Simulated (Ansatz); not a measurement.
Crystal: EuO.

```
CELL_PARAMETERS angstrom
0.00000 2.57195 2.57195
2.57195 0.00000 2.57195
2.57195 2.57195 0.00000
ATOMIC_POSITIONS crystal
Eu 0.00000 0.00000 0.00000
O 0.50000 0.50000 0.50000
```

Base run:

| Item | Value |
| --- | --- |
| Program | Ansatz 0.2.0 |
| Functional | LDA |
| Potentials or basis | all-electron LAPW, scalar-relativistic |
| Cutoff | 290 eV (chosen from the basis error) |
| Basis error allowed | 0.001 eV/atom |
| k mesh | 9 × 9 × 9 |
| Occupations | fermi-dirac, width 0.05 eV |
| Spin | collinear spin, ferromagnetic start |
| Starting moments | [7.0, 0.0] μB |

Its results: pressure -12.8 GPa; net moment 6.93 μB per cell; site moments Eu +6.80; O -0.07 μB.

The run is repeated on the same cell with these changes: functional from LDA to PBE. What comes out?

Pressure -4.0 GPa; net moment 6.98 μB per cell; site moments Eu +6.84; O -0.09 μB.

PBE binds less tightly than LDA, so the same cell stands under more pressure.

Caveats: an open f shell can end in a state above the lowest; a cell with one magnetic atom can't hold antiferromagnetic order, which such compounds often take.
